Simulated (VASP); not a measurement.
Crystal: BeSe.

```
Be Se
1.0
     0.00000    2.53500    2.53500
     2.53500    0.00000    2.53500
     2.53500    2.53500    0.00000
Be Se
1 1
Cartesian
  0.0000 0.0000 0.0000
  3.8025 3.8025 3.8025
```

| Item | Value |
| --- | --- |
| Program | VASP 6.6.1 |
| Task | relaxation of cell and atoms |
| Functional | PBE |
| Potentials or basis | VASP PAW PBE potentials, release 64 (Be, Se) |
| Cutoff | 520 eV |
| k mesh | 9 × 9 × 9 |
| Occupations | gaussian, width 0.1 eV |
| Spin | no spin polarisation |

At the start: pressure 5.6 GPa; volume 16.29 Å³/atom.

**Question.** How do energy, volume and symmetry change on relaxing?

**Answer.** Over 3 steps the energy falls by 18.2 meV/atom and the volume is 17.39 Å³/atom (+6.7 %); space group F-43m (No. 216, to 0.05 Å).

Step by step:
```tsv
step	energy change (eV)	largest force (eV/Å)	pressure (GPa)	volume (Å³)
1	0.0000	0.0000	5.60	32.58
2	-0.0344	0.0000	-1.15	35.34
3	-0.0364	0.0000	0.03	34.78
```

Final structure:
```
CELL_PARAMETERS angstrom
0.00000 2.59071 2.59071
2.59071 0.00000 2.59071
2.59071 2.59071 0.00000
ATOMIC_POSITIONS crystal
Be 0.00000 0.00000 0.00000
Se 0.75000 0.75000 0.75000
```
